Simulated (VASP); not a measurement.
# ZnSe (Stilleite) (F-43m) in VASP: single point with HSE06

Aim: the single point of ZnSe (Stilleite) with HSE06.

All numbers are computed with VASP 6.6.1; they aren't measurements. Logs are shortened: lines on timing, memory, paths and dates and some standing lists are left out, and cuts for length are marked.

## Step 1: Starting point

The structure is cubic, space group F-43m (No. 216). The conventional cell has a = 5.668 Å, b = 5.668 Å, c = 5.668 Å, α = 90.00°, β = 90.00°, γ = 90.00°. Se (site symmetry -43m) has 4 Zn at 2.45 Å as nearest neighbours. Around Zn (site symmetry -43m) lie 4 Se at 2.45 Å.

## Step 2: Single point, HSE06, spin-orbit coupling, no magnetisation

POSCAR reads:

```
ZnSe
1.0
    0.0000000000      2.8338000000      2.8338000000
    2.8338000000      0.0000000000      2.8338000000
    2.8338000000      2.8338000000      0.0000000000
Se Zn
1 1
Direct
    0.7500000000      0.7500000000      0.7500000000
    0.0000000000      0.0000000000      0.0000000000
```

INCAR.step1 reads:

```
ALGO = Normal
EDIFF = 1E-5
ENCUT = 520
GGA = PE
GGA_COMPAT = False
ISIF = 2
ISMEAR = 0
KPAR = 4
LASPH = True
LORBIT = 11
LREAL = False
LSORBIT = True
LWAVE = True
MAGMOM = 0 0 0 0 0 0
NELM = 80
PREC = Accurate
SIGMA = 0.02
```

INCAR.step2 reads:

```
ALGO = Normal
EDIFF = 1E-7
ENCUT = 520
GGA = PE
GGA_COMPAT = False
HFSCREEN = 0.2
ISIF = 2
ISMEAR = 0
ISTART = 1
KPAR = 4
LASPH = True
LCHARG = True
LHFCALC = True
LORBIT = 11
LREAL = False
LSORBIT = True
LVHAR = True
LWAVE = False
MAGMOM = 0 0 0 0 0 0
NELM = 80
PREC = Accurate
PRECFOCK = Fast
SIGMA = 0.02
```

KPOINTS reads:

```
k-points
0
Gamma
  6 6 6
```

Potentials or basis: VASP PAW PBE potentials, release 64 (Se, Zn).

Run with:

```console
> cat potpaw_PBE.64/Se/POTCAR potpaw_PBE.64/Zn/POTCAR > POTCAR
> cp INCAR.step1 INCAR
> mpirun -np 4 vasp_ncl > vasp.out
> cp INCAR.step2 INCAR
> mpirun -np 4 vasp_ncl > vasp.out
```

OUTCAR:

```text
EDIFF = 1E-7
   ENCUT = 520
   GGA = PE
   HFSCREEN = 0.2
   ISIF = 2
   ISMEAR = 0
   ISTART = 1
   LASPH = True
   LHFCALC = True
   LORBIT = 11
   LREAL = False
   LSORBIT = True
   NELM = 80
   PREC = Accurate
   PRECFOCK = Fast

 ion  position               nearest neighbor table
   1  0.750  0.750  0.750-   2 2.45   2 2.45   2 2.45   2 2.45
   2  0.000  0.000  0.000-   1 2.45   1 2.45   1 2.45   1 2.45

  LATTYP: Found a face centered cubic cell.
 ALAT       =     5.6676000000

  Lattice vectors:

 A1 = (   0.0000000000,   2.8338000000,   2.8338000000)
 A2 = (   2.8338000000,   0.0000000000,   2.8338000000)
 A3 = (   2.8338000000,   2.8338000000,   0.0000000000)

Analysis of symmetry for initial positions (statically):
=====================================================================
 Subroutine PRICEL returns:
 Original cell was already a primitive cell.

 Routine SETGRP: Setting up the symmetry group for a
 face centered cubic supercell.

 Subroutine GETGRP returns: Found 24 space group operations
 (whereof 24 operations were pure point group operations)
 out of a pool of 48 trial point group operations.

The static configuration has the point symmetry T_d .

Analysis of symmetry for dynamics (positions and initial velocities):
=====================================================================
 Subroutine PRICEL returns:
 Original cell was already a primitive cell.

 Routine SETGRP: Setting up the symmetry group for a
 face centered cubic supercell.

 Subroutine GETGRP returns: Found 24 space group operations
 (whereof 24 operations were pure point group operations)
 out of a pool of 48 trial point group operations.

The dynamic configuration has the point symmetry T_d .

Analysis of structural, dynamic, and magnetic symmetry:
=====================================================================
 Subroutine PRICEL returns:
 Original cell was already a primitive cell.

 Routine SETGRP: Setting up the symmetry group for a
 face centered cubic supercell.

 Subroutine GETGRP returns: Found 24 space group operations
 (whereof 24 operations were pure point group operations)
 out of a pool of 48 trial point group operations.

The overall configuration has the point symmetry T_d .

 Subroutine INISYM returns: Found 24 space group operations
 (whereof 24 operations are pure point group operations),
 and found     1 'primitive' translations

----------------------------------------------------------------------------------------

                                     Primitive cell

  volume of cell :      45.5132

  direct lattice vectors                    reciprocal lattice vectors
     0.000000000  2.833800000  2.833800000    -0.176441527  0.176441527  0.176441527
     2.833800000  0.000000000  2.833800000     0.176441527 -0.176441527  0.176441527
     2.833800000  2.833800000  0.000000000     0.176441527  0.176441527 -0.176441527

  length of vectors
     4.007598393  4.007598393  4.007598393     0.305605690  0.305605690  0.305605690

  position of ions in fractional coordinates (direct lattice)
     0.750000000  0.750000000  0.750000000
     0.000000000  0.000000000  0.000000000

  ion indices of the primitive-cell ions
   primitive index   ion index
                 1           1
                 2           2

----------------------------------------------------------------------------------------

 KPOINTS: k-points

Automatic generation of k-mesh.
 Grid dimensions read from file:
 generate k-points for:    6    6    6

 Generating k-lattice:

  Cartesian coordinates                     Fractional coordinates (reciprocal lattice)
[... 83 lines left out ...]
   LHFCALC =     T    Hartree Fock is set to
   PRECFOCK=fast      Normal, Fast or Accurate (Low or Medium for compatibility)
   ENCUT4O =  -1.0   cutoff for four orbital integrals eV
   NKREDX  =     1    reduce k-point grid by
   NKREDY  =     1    reduce k-point grid by
   NKREDZ  =     1    reduce k-point grid by
   AEXX    =    0.2500 exact exchange contribution
   HFSCREEN=    0.2000 screening length (either q_TF or 0.3 A-1)
   HFSCREENC=   0.2000 screening length for correlation (either q_TF or 0.3 A-1)
   ENCUTFOCK=  -1.0 apply spherical cutoff to Coloumb kernel
   IVDW    =     0    specifies the selected vdW correction
   LEPSILON=     F    determine dielectric tensor
   LRPA    =     F    only Hartree local field effects (RPA)
 Gauss-broadening in eV      SIGMA  =   0.02
  energy-cutoff  :      520.00
  volume of cell :       45.51
 maximum number of plane-waves:      2486
 NGX is ok and might be reduce to    30
  NGX = 18; NGY = 18; NGZ = 18

 number of electron      18.0000012 magnetization      -0.0000000     -0.0000000      0.0000000

 number of electron      18.0000012 magnetization       0.0000000      0.0000000      0.0000000

 number of electron      18.0000012 magnetization       0.0000000      0.0000000     -0.0000000

 number of electron      18.0000012 magnetization      -0.0000000     -0.0000000     -0.0000000

 Free energy of the ion-electron system (eV)
  ---------------------------------------------------
  ext. energy  EPLUGINS =         0.00000000
  ---------------------------------------------------
  free energy    TOTEN  =        -7.46617842 eV

  energy without entropy =       -7.46617842  energy(sigma->0) =       -7.46617842

 E-fermi :   1.2151     XC(G=0):  -7.7235

 val. band max:        1.0920143341   @ k =   0.0000   0.0000   0.0000
 cond. band min:       3.3730985025   @ k =   0.0000   0.0000   0.0000
 fundamental gap:      2.2810841684
 Fermi energy:         1.2150997384

 k-point     1 :       0.0000    0.0000    0.0000
  band No.  band energies     occupation
      1     -13.4305      1.00000
      2     -13.4305      1.00000
      3      -7.3582      1.00000
      4      -7.3582      1.00000
      5      -7.3582      1.00000
      6      -7.3582      1.00000
[... 627 lines left out ...]
     25      10.7844      0.00000
     26      10.8330      0.00000

------------------------ aborting loop because EDIFF is reached ----------------------------------------

  FORCE on cell =-STRESS in cart. coord.  units (eV):
  Direction    XX          YY          ZZ          XY          YZ          ZX
  --------------------------------------------------------------------------------------
  -------------------------------------------------------------------------------------
  Total        0.3305966      0.3305966      0.3305966      0.0000000      0.0000000      0.0000000
  in kB       11.6378147     11.6378147     11.6378147      0.0000000      0.0000000      0.0000000
  external PRESSURE =      11.6378147 kB  Pullay stress =       0.0000000 kB

 VOLUME and BASIS-vectors are now :
 -----------------------------------------------------------------------------
  energy-cutoff  :      520.00
  volume of cell :       45.51
      direct lattice vectors                 reciprocal lattice vectors
     0.000000000  2.833800000  2.833800000    -0.176441527  0.176441527  0.176441527
     2.833800000  0.000000000  2.833800000     0.176441527 -0.176441527  0.176441527
     2.833800000  2.833800000  0.000000000     0.176441527  0.176441527 -0.176441527

 POSITION                                       TOTAL-FORCE (eV/Angst)
 -----------------------------------------------------------------------------------
      4.25070      4.25070      4.25070        -0.000000     -0.000000     -0.000000
      0.00000      0.00000      0.00000         0.000000      0.000000      0.000000
 -----------------------------------------------------------------------------------
    total drift:                                0.000000     -0.000001      0.000001

  FREE ENERGIE OF THE ION-ELECTRON SYSTEM (eV)
  ---------------------------------------------------
  free  energy   TOTEN  =        -7.4661784201 eV

  energy  without entropy=       -7.4661784201  energy(sigma->0) =       -7.46617842

 Spin-Orbit-Coupling matrix elements

 Ion:    1  E_soc:     -0.0349958
 l=   1
     0.0000000    -0.0058258    -0.0058258
    -0.0058258     0.0000000    -0.0058258
    -0.0058258    -0.0058258     0.0000000
 l=   2
     0.0000000    -0.0000037     0.0000000    -0.0000037    -0.0000031
    -0.0000037     0.0000000    -0.0000024    -0.0000037    -0.0000008
     0.0000000    -0.0000024     0.0000000    -0.0000024     0.0000000
    -0.0000037    -0.0000037    -0.0000024     0.0000000    -0.0000008
    -0.0000031    -0.0000008     0.0000000    -0.0000008     0.0000000
 l=   3
     0.0000000     0.0000000     0.0000000     0.0000000     0.0000000     0.0000000     0.0000000
     0.0000000     0.0000000     0.0000000     0.0000000     0.0000000     0.0000000     0.0000000
     0.0000000     0.0000000     0.0000000     0.0000000     0.0000000     0.0000000     0.0000000
     0.0000000     0.0000000     0.0000000     0.0000000     0.0000000     0.0000000     0.0000000
     0.0000000     0.0000000     0.0000000     0.0000000     0.0000000     0.0000000     0.0000000
     0.0000000     0.0000000     0.0000000     0.0000000     0.0000000     0.0000000     0.0000000
     0.0000000     0.0000000     0.0000000     0.0000000     0.0000000     0.0000000     0.0000000

 Ion:    2  E_soc:     -0.0077657
 l=   1
     0.0000000    -0.0004210    -0.0004210
    -0.0004210     0.0000000    -0.0004210
    -0.0004210    -0.0004210     0.0000000
 l=   2
     0.0000000    -0.0001790     0.0000000    -0.0001790    -0.0006943
    -0.0001790     0.0000000    -0.0005207    -0.0001790    -0.0001736
     0.0000000    -0.0005207     0.0000000    -0.0005207     0.0000000
    -0.0001790    -0.0001790    -0.0005207     0.0000000    -0.0001736
    -0.0006943    -0.0001736     0.0000000    -0.0001736     0.0000000
 l=   3
     0.0000000     0.0000000     0.0000000     0.0000000     0.0000000     0.0000000     0.0000000
     0.0000000     0.0000000     0.0000000     0.0000000     0.0000000     0.0000000     0.0000000
     0.0000000     0.0000000     0.0000000     0.0000000     0.0000000     0.0000000     0.0000000
     0.0000000     0.0000000     0.0000000     0.0000000     0.0000000     0.0000000     0.0000000
     0.0000000     0.0000000     0.0000000     0.0000000     0.0000000     0.0000000     0.0000000
     0.0000000     0.0000000     0.0000000     0.0000000     0.0000000     0.0000000     0.0000000
     0.0000000     0.0000000     0.0000000     0.0000000     0.0000000     0.0000000     0.0000000

 total charge

# of ion       s       p       d       tot
------------------------------------------
    1        1.443   2.496   0.027   3.967
    2        0.496   0.440   9.822  10.758
--------------------------------------------------
tot          1.939   2.937   9.849  14.725

 magnetization (x)

# of ion       s       p       d       tot
------------------------------------------
    1        0.000  -0.000   0.000  -0.000
    2       -0.000   0.000  -0.000  -0.000
--------------------------------------------------
tot         -0.000  -0.000  -0.000  -0.000

 magnetization (y)

# of ion       s       p       d       tot
------------------------------------------
    1        0.000   0.000   0.000   0.000
    2        0.000   0.000   0.000   0.000
--------------------------------------------------
tot          0.000   0.000   0.000   0.000

 magnetization (z)

# of ion       s       p       d       tot
------------------------------------------
    1        0.000   0.000  -0.000   0.000
    2        0.000   0.000   0.000   0.000
--------------------------------------------------
tot          0.000   0.000   0.000   0.000
```

It took 23 min on 4 MPI ranks of Intel Xeon 6975P-C (Granite Rapids), shared host; peak memory 0.39 GiB.

Results:

```
Free energy                                           : -7.4662 eV
Pressure                                              : 1.2 GPa
Valence electrons inside the program's atomic spheres : Se 3.97; Zn 10.76
```

Caveat: the PAW data sets were made with another functional, which shifts forces and pressure a little.
